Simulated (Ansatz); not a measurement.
# What moves the field gradients of HfO₂?

Cell of run 1: a computed structure from the Materials Project (it need not be an observed phase), taken as it stands.

Space group P2_1/c (No. 14); a = 5.0942, b = 5.1506, c = 5.2762 Å, β = 99.56°.

| site | Wyckoff | site symmetry | x | y | z |
| --- | --- | --- | --- | --- | --- |
| Hf | 4e | 1 | 0.2761 | 0.4581 | 0.7079 |
| O5 | 4e | 1 | 0.4480 | 0.7425 | 0.9786 |
| O9 | 4e | 1 | 0.0684 | 0.3308 | 0.3463 |

One atom of each set is listed.

Relaxed positions (PBE, cell held):

Hf (0.2773, 0.4582, 0.7079)
O5 (0.4450, 0.7414, 0.9814)
O9 (0.0741, 0.3421, 0.3364)

All runs are DFT with Ansatz 0.2.0 (plane waves and PAW, scalar-relativistic unless spin–orbit coupling is named, Γ-centred meshes, Fermi–Dirac smearing where given) in this cell.

Run 1: PBE, gradients read without the response of the cores, atoms as given; 420 eV, 5×5×5 k-points, smearing 0.02 eV.
Run 2: PBE, gradients read without the response of the cores, atoms relaxed; 420 eV, 5×5×5 k-points, smearing 0.02 eV.
Run 3: r2SCAN, gradients read without the response of the cores, at the relaxed atoms; 500 eV, 5×5×5 k-points, smearing 0.02 eV.

```csv
run,Hf V_zz (η),O5 V_zz (η),O9 V_zz (η)
1,11.53 (0.13),1.11 (0.74),1.20 (0.83)
2,?,?,?
3,11.81 (0.19),1.16 (0.94),-1.40 (0.80)
```

V_zz in 10²¹ V/m².

**Question.** Estimate the row of run 2.

**Answer.** Hf: 11.71 (0.18); O5: 1.12 (0.92); O9: -1.39 (0.84). It lies nearest to run 3, from whose tensors on these sites it differs by 0.12 at most (largest principal value of the difference, on Hf). Taken one at a time, the positions of the atoms (as given or relaxed) move the tensors on these sites by up to 1.38 (largest principal value of the change, on Hf), the functional (r2SCAN with its higher cutoff) by 0.12 (Hf). On some sites the largest principal value moves to another axis from run to run, and the sign of V_zz can flip with it.

Without spin–orbit coupling the gradients at and beside Hf can be off by some per cent, at some sites by more. The cell isn't the equilibrium one in runs 1, 2 (calculated pressure 9, 8 GPa), and the entry's cell may itself be off.
